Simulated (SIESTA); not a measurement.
SnTe:

```xyz
2
Lattice="0.0000 3.1509 3.1509 3.1509 0.0000 3.1509 3.1509 3.1509 0.0000" Properties=species:S:1:pos:R:3 pbc="T T T"
Te    3.1509    3.1509    3.1509
Sn    0.0000    0.0000    0.0000
```

Base run:

```yaml
Program: SIESTA 5.4.2
Functional: PBE
Potentials_or_basis: PseudoDojo 0.4 standard (PBE files)
Basis: DZP (energy shift 0.002 Ry)
Grid_cutoff: 500 Ry
Energy_shift: 0.002 Ry
k_mesh: 7 × 7 × 7
Occupations: fermi-dirac, width 0.05 eV
Spin: no spin polarisation
```

Its results: pressure 3.6 GPa.

Problem. The run is repeated on the same cell with these changes: functional from PBE to PBEGcGxHEG; potentials or basis from PseudoDojo 0.4 standard (PBE files) to SG15 1.2 (PBE files) or PseudoDojo by element. What comes out?

Solution. Pressure 0.0 GPa.

Caveats: semicore shells carry a single zeta, which can move pressures by several GPa and volumes by a few percent; the basis of atomic orbitals isn't converged, which shifts pressures, moduli and gaps; the potentials were made for another functional, which shifts forces and pressure (some runs).

Not every run made on this cell is shown here.
